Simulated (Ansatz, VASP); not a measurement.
AlN in VASP and in Ansatz

```
CELL_PARAMETERS angstrom
3.23974 0.00000 0.00000
-1.61987 2.80570 0.00000
0.00000 0.00000 4.20518
ATOMIC_POSITIONS crystal
Al 0.33333 0.66667 0.75000
Al 0.66667 0.33333 0.25000
N 0.33333 0.66667 0.25000
N 0.66667 0.33333 0.75000
```

Alike in both runs: task single point; functional PBE; k mesh 9 × 9 × 6; occupations gaussian, width 0.05 eV; no spin polarisation.

```csv
,VASP,Ansatz
version,VASP 6.6.1,Ansatz 0.2.0
potentials or method,"VASP PAW PBE potentials, release 64 (Al, N)","scalar-relativistic, plane waves, PAW"
plane-wave cutoff (eV),520,520
valence electrons in the cell,16,16
```

```csv
,VASP,Ansatz,Ansatz less VASP
gap on the k mesh at the Fermi level (eV),3.51,3.50,-0.012
least direct gap on the mesh (eV),3.51,3.50,-0.012
pressure (GPa),10.1,10.2,+0.16
largest component of the traceless stress (GPa),5.21,5.33,+0.113
```
